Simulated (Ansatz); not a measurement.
# Preparing SnO2 (P4_2/mnm) as a host crystal, part 2 of 2

Aim: the runs on the perfect crystal SnO2 (P4_2/mnm) that a defect calculation needs first.

Ansatz 0.2.0; plane-wave PAW DFT, PBEsol; relaxation of the host's cell and atoms; PAW set soft_1 (the session's first sound run).

So far. Step 3 (Dielectric tensors of the host): The principal values of the electronic dielectric tensor are 4.60, 4.60 and 4.91. The principal values of the static dielectric tensor are 10.42, 13.48 and 13.48.

**4. Defect free supercell relaxed in its symmetry**

This cell, the one that will hold the defects, is built from the relaxed host. Its coarser k-points can move the atoms a little, so it is relaxed from the symmetric sites, as the reference for the test of stability.

This step: plane-wave PAW DFT, PBEsol; relaxation of the defect-free supercell in its symmetry; PAW set soft_1 (Ansatz 0.2.0).

System of this step: SnO2 (P4_2/mnm). The cell holds 96 atoms: 32 Sn and 64 O. Its edges and angles: a = 11.498 Å, b = 11.498 Å, c = 13.485 Å, α = 54.1°, β = 54.1°, γ = 71.8°.

The input, pristine.symmetric/input.yaml:

```yaml
crystal:
  lattice:
    - [0.0, 9.5356236445, 6.4238053132]
    - [9.5356236445, 0.0, 6.4238053132]
    - [9.5356236445, 9.5356236445, 0.0]
  atoms:
    - { symbol: Sn, position: [0.125, 0.125, 0.125] }
    - { symbol: Sn, position: [0.375, 0.375, 0.375] }
    - { symbol: Sn, position: [0.0, 0.0, 0.0] }
    - { symbol: Sn, position: [0.25, 0.25, 0.25] }
    - { symbol: O, position: [0.0281360785, 0.2218639215, 0.375] }
    - { symbol: O, position: [0.2781360785, 0.4718639215, 0.125] }
    - { symbol: O, position: [0.2218639215, 0.0281360785, 0.375] }
    - { symbol: O, position: [0.4718639215, 0.2781360785, 0.125] }
    - { symbol: O, position: [0.0, 0.0, 0.1531360785] }
    - { symbol: O, position: [0.25, 0.25, 0.4031360785] }
    - { symbol: O, position: [0.0, 0.0, 0.3468639215] }
    - { symbol: O, position: [0.25, 0.25, 0.0968639215] }
    - { symbol: Sn, position: [0.125, 0.125, 0.625] }
    - { symbol: Sn, position: [0.375, 0.375, 0.875] }
    - { symbol: Sn, position: [0.0, 0.0, 0.5] }
    - { symbol: Sn, position: [0.25, 0.25, 0.75] }
    - { symbol: O, position: [0.0281360785, 0.2218639215, 0.875] }
    - { symbol: O, position: [0.2781360785, 0.4718639215, 0.625] }
    - { symbol: O, position: [0.2218639215, 0.0281360785, 0.875] }
    - { symbol: O, position: [0.4718639215, 0.2781360785, 0.625] }
    - { symbol: O, position: [0.0, 0.0, 0.6531360785] }
    - { symbol: O, position: [0.25, 0.25, 0.9031360785] }
    - { symbol: O, position: [0.0, 0.0, 0.8468639215] }
    - { symbol: O, position: [0.25, 0.25, 0.5968639215] }
    - { symbol: Sn, position: [0.125, 0.625, 0.125] }
    - { symbol: Sn, position: [0.375, 0.875, 0.375] }
    - { symbol: Sn, position: [0.0, 0.5, 0.0] }
    - { symbol: Sn, position: [0.25, 0.75, 0.25] }
    - { symbol: O, position: [0.0281360785, 0.7218639215, 0.375] }
    - { symbol: O, position: [0.2781360785, 0.9718639215, 0.125] }
[... 60 atom lines left out ...]
    - { symbol: O, position: [0.7218639215, 0.5281360785, 0.875] }
    - { symbol: O, position: [0.9718639215, 0.7781360785, 0.625] }
    - { symbol: O, position: [0.5, 0.5, 0.6531360785] }
    - { symbol: O, position: [0.75, 0.75, 0.9031360785] }
    - { symbol: O, position: [0.5, 0.5, 0.8468639215] }
    - { symbol: O, position: [0.75, 0.75, 0.5968639215] }
basis:
  ecutwfc: 420
  xc_grid: 2
hamiltonian:
  xc: pbesol
  pseudopotentials: { kind: paw, azcp: { folder: soft_1 }, xc_functional: pbe }
kpoints:
  mp_grid: { grid: [1, 1, 1] }
scf:
  occupations: { method: fermi_dirac, width: 0.01 }
  max_iter: 100
  lower_state_search: "off"
output:
  forces: true
relax:
  f_tol: 0.015
  max_steps: 60
  escape_saddle: false
checkpoint:
  write: "../pristine.symmetric.run"
  compress: false
  write_wavefunctions: false
  write_every: 100000
```

Run with:

```console
$ ansatz run input.yaml --threads 32 --pin off --max-ram 84787MiB --backend cuda --events-out ev --progress --plain --runs-dir out --max-vram 78GiB
```

Numbers of over 12 decimals in the logs are rounded to 6 here.

The log of the run:

```text
[...]
device memory: the entry about to start is reckoned to put 3.9 GiB on a device that reports 129.3 GiB free (of which the cap on the GPU budget leaves the run 78.0 GiB)
GPU FFT provider: cuFFT
GPU libraries: cuBLAS 13.8.1, cuFFT 12.4.0, cuSOLVER 12.3.2
GPU matrix products: emulated (plane waves: as basis.precision tells), large ones in fixed point in workspaces of 1.00 GiB
Crystal: 96 atoms, lattice volume = 1168.209 Å³
Basis set: ecut = 420 eV, 22821 PW (Γ), exchange–correlation on 160×160×192 points (8 copies of the dense FFT grid, shifted against one another)
Bands: 512, of which v1, the nominal top of the filled ones, is band 416 counted from 1 (415 counted from 0)
Symmetry: 256 space group operations
[...]
k-points: 1
[...]
GPU buffer pool allocated for 614400 grid points (all kernels)
GPU transforms: local potential and band sums: pruned to the plane-wave sphere, on 80×80×90
[...]
SCF iter   1: F=—  HF=-226299.847935 eV  |Δ(HF+E_count)|=         —  Δρ=6.96e-2  dr2=4.20e1  Hψ=1841
[...]
SCF iter   7: F=-226290.637195 eV  HF=-226290.637194 eV  |Δ(HF+E_count)|=   4.12e-6  Δρ=1.07e-5  dr2=1.67e-6  Hψ=1586
SCF 1 converged in 7 iterations: F = -226290.637195 eV  dr2 = 1.67e-6
[...]
relax step   1: F+E_penalty+E_count = -226290.63719468 eV  Δ(F+E_penalty+E_count) = +0.000e0 eV  max|allowed force component| = 4.111e-2 eV/Å  Δτ_max = 0.0000 Å  (7 SCF iters, dr2 threshold 5.63e-6 eV, accepted)
[...]
SCF iter   5: F=-226290.641685 eV  HF=-226290.641685 eV  |Δ(HF+E_count)|=   4.66e-8  Δρ=2.68e-6  dr2=7.99e-8  Hψ=1556
SCF 2 converged in 5 iterations: F = -226290.641685 eV  dr2 = 7.99e-8
relax step   2: F+E_penalty+E_count = -226290.64168478 eV  Δ(F+E_penalty+E_count) = -4.490e-3 eV  max|allowed force component| = 1.207e-2 eV/Å  Δτ_max = 0.0019 Å  (5 SCF iters, accepted)
SCF converged after 5 iterations
Free energy (F): -226290.641685 eV
[...]
Internal energy: -226290.641685 eV  (E = F + TS)
E sigma→0 (E₀):  -226290.641685 eV
Fermi energy:    9.606391 eV
[...]
--- Forces (eV/Å), atoms counted from 1 ---
  atom   1  Sn     0.00000000    -0.00000000    -0.00000000
  atom   2  Sn     0.00000000    -0.00000000    -0.00000000
  atom   3  Sn    -0.00000000     0.00000000    -0.00000000
  atom   4  Sn    -0.00000000    -0.00000000    -0.00000000
  atom   5  O     -0.01207071     0.01207071    -0.00000000
  atom   6  O     -0.01207071     0.01207071    -0.00000000
  [... 90 more lines of this table ...]
  max |Σ_I F_I| component: 6.42e-17 eV/Å
--- Relaxed structure (2 steps of the walk, 2 accepted, 0 SCFs on fresh bases) ---
  F+E_penalty+E_count = -226290.64168478 eV   max|allowed force component| = 1.207e-2 eV/Å
  atoms:
    - { symbol: Sn, position: [0.125000, 0.125000, 0.125000] }
    - { symbol: Sn, position: [0.375000, 0.375000, 0.375000] }
    - { symbol: Sn, position: [0, 0, 0] }
    - { symbol: Sn, position: [0.250000, 0.250000, 0.250000] }
    - { symbol: O, position: [0.028274, 0.221726, 0.375] }
    - { symbol: O, position: [0.278274, 0.471726, 0.125000] }
  [... 90 more lines of this table ...]
```

It took 2.8 s on 1 × NVIDIA GB200 with 32 threads of Arm Neoverse V2, shared host; peak memory 1.2 GiB.

No atom moved by 0.005 Å in the relaxation.

**5. Defect free supercell relaxed from displaced atoms**

This step: plane-wave PAW DFT, PBEsol; relaxation of the defect-free supercell from random displacements, a test of the host's stability; PAW set soft_1 (Ansatz 0.2.0).

pristine.rattled/input.yaml, as its differences from pristine.symmetric/input.yaml of step 4:

```diff
@@ -59,6 +59,6 @@
   f_tol: 0.015
-  max_steps: 60
-  escape_saddle: false
+  max_steps: 120
+  random_displacement: { amplitude: 0.06, seed: 2015 }
 checkpoint:
-  write: "../pristine.symmetric.run"
+  write: "../pristine.rattled.run"
   compress: false
```

The log of the run:

```text
[...]
GPU FFT provider: cuFFT
GPU libraries: cuBLAS 13.8.1, cuFFT 12.4.0, cuSOLVER 12.3.2
[...]
Crystal: 96 atoms, lattice volume = 1168.209 Å³
Basis set: ecut = 420 eV, 22821 PW (Γ), exchange–correlation on 160×160×192 points (8 copies of the dense FFT grid, shifted against one another)
Bands: 512, of which v1, the nominal top of the filled ones, is band 416 counted from 1 (415 counted from 0)
Symmetry: 1 space group operations
k-points: 1
[...]
GPU buffer pool allocated for 614400 grid points (all kernels)
[...]
SCF iter   1: F=—  HF=-226296.861027 eV  |Δ(HF+E_count)|=         —  Δρ=7.01e-2  dr2=4.30e1  Hψ=1845
[...]
SCF iter   7: F=-226287.371365 eV  HF=-226287.371364 eV  |Δ(HF+E_count)|=   4.43e-7  Δρ=1.13e-5  dr2=1.71e-6  Hψ=1589
SCF 1 converged in 7 iterations: F = -226287.371365 eV  dr2 = 1.71e-6
[...]
relax step   1: F+E_penalty+E_count = -226287.37136483 eV  Δ(F+E_penalty+E_count) = +0.000e0 eV  max|allowed force component| = 2.731e0 eV/Å  Δτ_max = 0.0000 Å  (7 SCF iters, dr2 threshold 5.63e-6 eV, accepted)
[...]
relax step   2: F+E_penalty+E_count = -226290.05175975 eV  Δ(F+E_penalty+E_count) = -2.680e0 eV  max|allowed force component| = 1.141e0 eV/Å  Δτ_max = 0.0992 Å  (7 SCF iters, dr2 threshold 1.00e-4 eV, accepted)
relax step   3: F+E_penalty+E_count = -226290.64176439 eV  Δ(F+E_penalty+E_count) = -5.900e-1 eV  max|allowed force component| = 1.052e-2 eV/Å  Δτ_max = 0.0768 Å  (6 SCF iters, dr2 threshold 8.13e-5 eV, accepted)
[...]
SCF iter   5: F=-226290.641792 eV  HF=-226290.641792 eV  |Δ(HF+E_count)|=   2.35e-8  Δρ=1.48e-6  dr2=4.05e-8  Hψ=1636
SCF 4 converged in 5 iterations: F = -226290.641792 eV  dr2 = 4.05e-8
relax step   4: F+E_penalty+E_count = -226290.64179243 eV  Δ(F+E_penalty+E_count) = -2.804e-5 eV  max|allowed force component| = 1.060e-2 eV/Å  Δτ_max = 0.0000 Å  (5 SCF iters, accepted)
SCF converged after 5 iterations
Free energy (F): -226290.641792 eV
[...]
Internal energy: -226290.641792 eV  (E = F + TS)
E sigma→0 (E₀):  -226290.641792 eV
Fermi energy:    9.607230 eV
[...]
--- Forces (eV/Å), atoms counted from 1 ---
  atom   1  Sn    -0.00344337     0.00556756     0.00088467
  atom   2  Sn    -0.00168750    -0.00083318    -0.00430536
  atom   3  Sn     0.00117307     0.00838316     0.00170746
  atom   4  Sn    -0.00291421     0.00172960     0.00664415
  atom   5  O      0.00047583    -0.00756735    -0.00175642
  atom   6  O     -0.00209686     0.00079236    -0.00862084
  [... 90 more lines of this table ...]
  max |Σ_I F_I| component: 1.58e-4 eV/Å
--- Relaxed structure (4 steps of the walk, 4 accepted, 0 SCFs on fresh bases) ---
  F+E_penalty+E_count = -226290.64179243 eV   max|allowed force component| = 1.060e-2 eV/Å
  atoms:
    - { symbol: Sn, position: [0.124272, 0.124809, 0.125438] }
    - { symbol: Sn, position: [0.374419, 0.374959, 0.375416] }
    - { symbol: Sn, position: [-0.000734, -8.238939229298134e-5, 0.000374] }
    - { symbol: Sn, position: [0.249284, 0.249948, 0.250445] }
    - { symbol: O, position: [0.027671, 0.221561, 0.375589] }
    - { symbol: O, position: [0.277686, 0.471660, 0.125490] }
  [... 90 more lines of this table ...]
```

Wall time 4 s (1 × NVIDIA GB200 with 32 threads); peak memory 1.2 GiB; 12 s of CPU time.

Relaxation path:

| step | energy less that of the first step (eV) | largest force component (eV/Å) |
| --- | --- | --- |
| 1 | 0.0000 | 2.7312 |
| 2 | -2.6804 | 1.1408 |
| 3 | -3.2704 | 0.0105 |
| 4 | -3.2704 | 0.0106 |

The relaxation ends 34 meV an atom lower than the displaced start, with a largest force component of 0.011 eV/Å.

**6. Host on a dense mesh**

This step: plane-wave PAW DFT, PBEsol; single point of the defect-free host, a test of the k-point sampling; PAW set soft_1 (Ansatz 0.2.0).

System of this step: SnO2 (P4_2/mnm). It takes space group P4_2/mnm (No. 136, tetragonal). Conventional cell: a = 4.768 Å, b = 4.768 Å, c = 3.212 Å, α = 90.00°, β = 90.00°, γ = 90.00°. Nearest to Sn lie 6 O at 2.07 Å. Nearest to O lie 3 Sn at 2.07 Å. Farther neighbours and most contacts between anions are not listed.

The input, dense/input.yaml:

```yaml
crystal:
  lattice:
    - [4.7678118222, 0.0, 0.0]
    - [0.0, 4.7678118222, 0.0]
    - [0.0, 0.0, 3.2119026566]
  atoms:
    - { symbol: Sn, position: [0.5, 0.5, 0.5] }
    - { symbol: Sn, position: [0.0, 0.0, 0.0] }
    - { symbol: O, position: [0.193727843, 0.806272157, 0.5] }
    - { symbol: O, position: [0.806272157, 0.193727843, 0.5] }
    - { symbol: O, position: [0.306272157, 0.306272157, 0.0] }
    - { symbol: O, position: [0.693727843, 0.693727843, 0.0] }
basis:
  ecutwfc: 420
  xc_grid: 2
hamiltonian:
  xc: pbesol
  pseudopotentials: { kind: paw, azcp: { folder: soft_1 }, xc_functional: pbe }
kpoints:
  mp_grid: { grid: [6, 6, 9] }
scf:
  occupations: { method: fermi_dirac, width: 0.01 }
  max_iter: 100
  lower_state_search: "off"
checkpoint:
  write: "../dense.run"
  compress: false
  write_wavefunctions: false
  write_every: 100000
```

The log of the run:

```text
[...]
GPU FFT provider: cuFFT
GPU libraries: cuBLAS 13.8.1, cuFFT 12.4.0, cuSOLVER 12.3.2
[...]
Crystal: 6 atoms, lattice volume = 73.013 Å³
Basis set: ecut = 420 eV, 1435 PW (Γ), exchange–correlation on 64×64×48 points (8 copies of the dense FFT grid, shifted against one another)
Bands: 32, of which v1, the nominal top of the filled ones, is band 26 counted from 1 (25 counted from 0)
Symmetry: 16 space group operations
[...]
k-points: 50 of 324
[...]
GPU buffer pool allocated for 24576 grid points (all kernels)
[...]
SCF iter   1: F=—  HF=-14143.798690 eV  |Δ(HF+E_count)|=         —  Δρ=6.91e-2  dr2=2.56e0  Hψ=7090
[...]
SCF iter   7: F=-14143.237447 eV  HF=-14143.237447 eV  |Δ(HF+E_count)|=   1.52e-7  Δρ=6.85e-6  dr2=2.84e-8  Hψ=3964
SCF 1 converged in 7 iterations: F = -14143.237447 eV  dr2 = 2.84e-8
[...]
SCF converged after 7 iterations
Free energy (F): -14143.237447 eV
[...]
Internal energy: -14143.237447 eV  (E = F + TS)
E sigma→0 (E₀):  -14143.237447 eV
Fermi energy:    9.593027 eV
[...]
```

It took 1 s on 1 × NVIDIA GB200 with 32 threads; peak memory 0.98 GiB.

**7. Defect free supercell at the zone centre**

The supercell is run at the zone centre, to see how far that sampling misses the dense mesh.

System of this step: SnO2 (P4_2/mnm). The cell holds 96 atoms: 32 Sn and 64 O. Its edges and angles: a = 11.498 Å, b = 11.498 Å, c = 13.485 Å, α = 54.1°, β = 54.1°, γ = 71.8°.

pristine.sampling_gamma/input.yaml, as its differences from pristine.rattled/input.yaml of step 5:

```diff
@@ -55,10 +55,4 @@
   lower_state_search: "off"
-output:
-  forces: true
-relax:
-  f_tol: 0.015
-  max_steps: 120
-  random_displacement: { amplitude: 0.06, seed: 2015 }
 checkpoint:
-  write: "../pristine.rattled.run"
+  write: "../pristine.sampling_gamma.run"
   compress: false
```

The log of the run:

```text
[...]
GPU FFT provider: cuFFT
GPU libraries: cuBLAS 13.8.1, cuFFT 12.4.0, cuSOLVER 12.3.2
[...]
Crystal: 96 atoms, lattice volume = 1168.209 Å³
Basis set: ecut = 420 eV, 22821 PW (Γ), exchange–correlation on 160×160×192 points (8 copies of the dense FFT grid, shifted against one another)
Bands: 512, of which v1, the nominal top of the filled ones, is band 416 counted from 1 (415 counted from 0)
Symmetry: 256 space group operations
[...]
k-points: 1
[...]
GPU buffer pool allocated for 614400 grid points (all kernels)
[...]
SCF iter   1: F=—  HF=-226299.847919 eV  |Δ(HF+E_count)|=         —  Δρ=6.96e-2  dr2=4.20e1  Hψ=1841
[...]
SCF iter   8: F=-226290.637195 eV  HF=-226290.637195 eV  |Δ(HF+E_count)|=   8.86e-7  Δρ=2.07e-6  dr2=4.16e-8  Hψ=1195
SCF 1 converged in 8 iterations: F = -226290.637195 eV  dr2 = 4.16e-8
[...]
SCF converged after 8 iterations
Free energy (F): -226290.637195 eV
[...]
Internal energy: -226290.637195 eV  (E = F + TS)
E sigma→0 (E₀):  -226290.637195 eV
Fermi energy:    9.604492 eV
[...]
```

Wall time 1.2 s (1 × NVIDIA GB200 with 32 threads); peak memory 1.2 GiB; 3.1 s of CPU time.

**8. Defect free supercell at the quarter point**

The supercell is run at one point off the zone centre, to see how far that sampling misses the dense mesh.

pristine.sampling_quarter/input.yaml, as its differences from pristine.sampling_gamma/input.yaml of step 7:

```diff
@@ -50,3 +50,3 @@
 kpoints:
-  mp_grid: { grid: [1, 1, 1] }
+  mp_grid: { grid: [1, 1, 1], shift: [0.25, 0.25, 0.25] }
 scf:
@@ -56,3 +56,3 @@
 checkpoint:
-  write: "../pristine.sampling_gamma.run"
+  write: "../pristine.sampling_quarter.run"
   compress: false
```

The log of the run:

```text
[...]
GPU FFT provider: cuFFT
GPU libraries: cuBLAS 13.8.1, cuFFT 12.4.0, cuSOLVER 12.3.2
[...]
Crystal: 96 atoms, lattice volume = 1168.209 Å³
Basis set: ecut = 420 eV, 22821 PW (Γ), exchange–correlation on 160×160×192 points (8 copies of the dense FFT grid, shifted against one another)
Bands: 512, of which v1, the nominal top of the filled ones, is band 416 counted from 1 (415 counted from 0)
Symmetry: 64 space group operations
k-points: 1
[...]
GPU buffer pool allocated for 614400 grid points (all kernels)
[...]
SCF iter   1: F=—  HF=-226300.407573 eV  |Δ(HF+E_count)|=         —  Δρ=6.93e-2  dr2=4.13e1  Hψ=1848
[...]
SCF iter   8: F=-226291.351340 eV  HF=-226291.351340 eV  |Δ(HF+E_count)|=   2.63e-8  Δρ=2.05e-6  dr2=4.11e-8  Hψ=1313
SCF 1 converged in 8 iterations: F = -226291.351340 eV  dr2 = 4.11e-8
[...]
SCF converged after 8 iterations
Free energy (F): -226291.351340 eV
[...]
Internal energy: -226291.351340 eV  (E = F + TS)
E sigma→0 (E₀):  -226291.351340 eV
Fermi energy:    9.817058 eV
[...]
```

It took 1.2 s on 1 × NVIDIA GB200 with 32 threads; peak memory 1.3 GiB; 3.5 s of CPU time.

**9. Outcome**

```yaml
primitive_cell_vectors_lengths: 4.768, 4.768, 3.212 Å
electronic_dielectric_constant: principal values (4.60, 4.60, 4.91)
static_dielectric_constant: principal values (10.42, 13.48, 13.48)
gap_on_the_k_mesh_of_the_response_run_pbesol: 0.92 eV
supercell_relaxed_in_its_symmetry_less_the_displaced_and_relaxed_one: 0.000 eV
energy_an_atom_at_the_zone_centre_alone_less_that_on_the_dense_mesh: 0.012 eV
energy_an_atom_at_one_point_at_less_that_on_the_dense_mesh: 0.005 eV
```

What this shows: Step 5: The energy fell by 3.270 eV from the randomly displaced start; against the sites as typed, O65 ends farthest off, by 0.01 Å, once the mean shift is taken out. The displaced cell ends within 0.01 eV of the symmetric one relaxed in its symmetry, so no lower structure shows in this supercell. The k-mesh can miss the band edges, so this gap is an upper bound at this level. All at zero temperature.

[Logs are printed without paths, hosts, clocks, repeated set-up lines and the standing remarks that a program may print on its own settings, such as how far it seeks lower states.]

[Hosts, paths, dates, database ids (printed as entryN), source tags and the programs' standing remarks are cut or masked in the printed files.]

[Runs of the host that timed out are not shown.]

[For some hosts the program warned that the k-mesh of the response run may be too coarse for force constants and the static dielectric constant; such warnings are not always shown.]

[The program warned that the k-mesh of a response run behind this text may be too coarse: force constants, and the static dielectric constant and all else formed from them, are not shown converged.]
